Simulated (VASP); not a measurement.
Wanted: the native input for a VASP 6.6.1 run.

| Item | Value |
| --- | --- |
| Task | single point |
| Functional | PBE |
| Potentials or basis | VASP PAW PBE potentials, release 64 (Al, O_s) |
| Cutoff | 900 eV |
| k mesh | 13 × 13 × 4 |
| Occupations | gaussian, width 0.05 eV |
| Spin | no spin polarisation |
| Further INCAR settings | ADDGRID = False; ALGO = Normal; EDIFF = 1e-08 |

The structure of Al2O3 lies in POSCAR:

```
Al2O3
1.0
    2.8843249483      0.0000000000      0.0000000000
   -1.4421624742      2.4978986780      0.0000000000
    0.0000000000      0.0000000000      9.3367544600
Al O
2 3
Direct
    0.0000000000      0.0000000000      0.8500076700
    0.0000000000      0.0000000000      0.1499923300
    0.3333333333      0.6666666667      0.7776830800
    0.6666666667      0.3333333333      0.0000000000
    0.3333333333      0.6666666667      0.2223169200
```

Measurements of this composition are mostly on another form, of space group No. 167.

The input as run:

INCAR

```
  ADDGRID = False
  ALGO = Normal
  EDIFF = 1E-8
  ENCUT = 900
  GGA = PE
  ISIF = 2
  ISMEAR = 0
  LASPH = True
  LCHARG = False
  LREAL = False
  LWAVE = False
  NELM = 100
  PREC = Accurate
  SIGMA = 0.05
```

KPOINTS

```
k-points
0
Gamma
  13 13 4
```

Potentials or basis: VASP PAW PBE potentials, release 64 (Al, O_s).

Run with:

```bash
$ cat potpaw_PBE.64/Al/POTCAR potpaw_PBE.64/O_s/POTCAR > POTCAR
$ mpirun -np 1 vasp_std > vasp.out
```

It gave:

| Quantity | Value |
| --- | --- |
| Pressure | 0.5 GPa |
| Largest force | 0.060 eV/Å |
| Band gap on the k mesh | 4.76 eV, indirect (least direct gap 4.99 eV) |

Caveat: an odd mesh through Γ misses points on the zone boundary, where band edges often lie.

It took 2.6 min on 1 thread of AMD EPYC 9R45 96-Core Processor (Zen 5), on a shared host, peak memory 0.3 GiB.
